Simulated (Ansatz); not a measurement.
**TiSi$_{2}$ (Cmcm), work and stress of cleavage**

All numbers below come from DFT PBEsol, scalar-relativistic, plane waves, PAW (Ansatz). Settings: plane waves to 420 eV, k-mesh 13×13×4 (Γ-centred), Gaussian smearing 0.15 eV. No spin polarisation. Energies are free energies at this smearing, counted from the undisturbed cell; pressure is positive in compression.

Reference structure (relaxed at this level; this form isn't the usual structure):

```xyz
12
Lattice="-3.5170 0.0000 0.0000 0.0000 0.0000 -3.5556 0.0000 -13.3482 0.0000" Properties=species:S:1:pos:R:3 pbc="T T T"
Ti    0.0000   -9.6297   -0.8889
Ti   -1.7585   -2.9555   -0.8889
Ti    0.0000  -12.3656   -2.6667
Ti   -1.7585   -5.6915   -2.6667
Si    0.0000   -5.1242   -0.8889
Si   -1.7585  -11.7983   -0.8889
Si    0.0000   -3.5228   -2.6667
Si   -1.7585  -10.1969   -2.6667
Si    0.0000   -0.9827   -0.8889
Si   -1.7585   -7.6568   -0.8889
Si    0.0000   -7.6643   -2.6667
Si   -1.7585   -0.9902   -2.6667
```

The cut lies on the cell's a–b face, a (0 -1 0) plane (indices in the standard cell, whose axes needn't be the Cartesian ones shown) of area 12.51 Å², between layers 1.97 Å apart. Vector c is lengthened by d along the normal with the atoms' Cartesian places fixed: one unrelaxed cut a cell. The traction is positive where the two halves pull on each other.

```csv
d (Å),energy (J/m²),traction (GPa)
-0.30,0.76,-57.4
0.00,0.00,0.0
0.25,0.32,22.1
0.50,0.98,29.7
1.00,2.42,25.2
2.00,4.01,8.3
3.00,4.47,2.1
6.00,4.62,0.1
```

Task: What are the work of separation and the cleavage stress, and do they fit the universal binding curve?

Result: The energy levels off near W ≈ 4.62 J/m² (the traction is down to 0.1 GPa), the energy of the two unrelaxed faces, 2.31 J/m² each on average. The largest sampled traction is 29.7 GPa at d = 0.50 Å, and a parabola through it and its two neighbours peaks at σ_max ≈ 31.1 GPa, d ≈ 0.66 Å. The curve E = W[1 − (1 + d/ℓ)exp(−d/ℓ)] peaks in traction at d = ℓ with σ_max = W/(eℓ); with 1 J/m² per Å = 10 GPa this W and σ_max give ℓ = 0.55 Å. A parabola through that curve at the same three d peaks at 0.63 Å, against 0.66 Å here, a fair fit. Real crystals break at far lower stress, because cracks concentrate it, and on the plane of lowest W, which needn't be this one.

The cut is rigid; relaxing the faces lowers these energies and usually the stresses.

In a metal these slopes depend on the k mesh and the smearing.